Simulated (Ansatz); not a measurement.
Ta2Si under pressure: fit and missing row

Ta2Si, I4/mcm, a = 6.137 Å, c = 5.040 Å. The structure is a Materials Project entry; whether it is the stable form wasn't checked. Ansatz: PBEsol, PAW, 420 eV, Γ-centred 10×10×10 mesh on 6 atoms, Gaussian smearing 0.10 eV; no spin polarisation. Cell and atoms are relaxed at each pressure, and no other structure is tried, so the rows at high pressure may lie past a change of phase.

| V (Å³/atom) | P (GPa) |
| --- | --- |
| ? | 40.01 |
| 14.665 | 20.00 |
| 15.190 | 9.98 |
| 15.487 | 4.98 |
| 15.679 | 2.00 |
| 15.816 | -0.01 |
| 15.958 | -2.00 |

Q: Take V0 = 15.816 Å³/atom, count pressures from its P0 = -0.01 GPa, fit the third-order Birch–Murnaghan form to the other rows, and predict the missing volume.

A: With the Eulerian strain f = ½[(V0/V)^(2/3) − 1] and y = (P − P0)/[3f(1 + 2f)^(5/2)], the form is the line y = B0 + 1.5 B0 (B0′ − 4) f. Rows (f, y): 0.02583, 227.7; 0.01364, 228.2; 0.00706, 227.5; 0.00291, 226.9; -0.00297, 226.7. Means f = 0.009294, y = 227.40; Σ(Δf)² = 0.0004885, ΣΔfΔy = 0.01999; the slope is their ratio. y = 227.0 + 40.93 f GPa, so B0 = 227.0 GPa and B0′ = 4 + 2 × (40.93)/(3 × 227.0) = 4.12. P = 40.01 GPa is met at f = 0.04663 (y = 228.91), so V = V0 (1 + 2f)^(−3/2) = 13.836 Å³/atom. The run gave 13.821 Å³/atom, so the fit is 0.015 Å³/atom too high, 0.7 % of the span of the series, against an rms of 0.001 Å³/atom on the fitted rows. The row lies outside the fitted range. A fourth-order term fitted to the same rows gives P = 39.77 GPa at this row's volume (the line 40.43, the run 40.01), which recovers part of the miss.

Spin–orbit coupling is left out, which can shift energies with elements as heavy as these.